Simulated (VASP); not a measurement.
Here is a VASP 6.6.1 calculation.

Contents of INCAR:

```
SYSTEM = Ce
ALGO = Normal
EDIFF = 1E-7
ENCUT = 520
GGA = PE
ISIF = 2
ISMEAR = 0
ISPIN = 2
LASPH = .True.
LCHARG = .True.
LELF = .True.
LMAXMIX = 6
LORBIT = 11
LREAL = .False.
LVHAR = .True.
LWAVE = .False.
MAGMOM = 1
NBANDS = 16
NELM = 150
PREC = Accurate
SIGMA = 0.05
```

File KPOINTS:

```
k-points
0
Gamma
  6 6 6
  0 0 0
```

POSCAR

```
Ce
1.0
    0.0000000000      2.5800000000      2.5800000000
    2.5800000000      0.0000000000      2.5800000000
    2.5800000000      2.5800000000      0.0000000000
Ce
1
Direct
    0.0000000000      0.0000000000      0.0000000000
```

Potentials or basis: VASP PAW PBE potentials, release 64 (Ce).

Run with:

```sh
$ cat potpaw_PBE.64/Ce/POTCAR > POTCAR
$ mpirun -np 1 vasp_std > vasp.out
```

Estimate the band gap on the k mesh.

none (metal or under the smearing width).

Estimate the net moment.

0.22 μB per cell.

Predict the site moments.

Ce +0.19 μB.

Caveat: the magnetic or orbital state may not be the lowest; spin-orbit coupling is left out, which moves the levels of the heavy elements. The state reached can hang on the start; a lower one may exist.
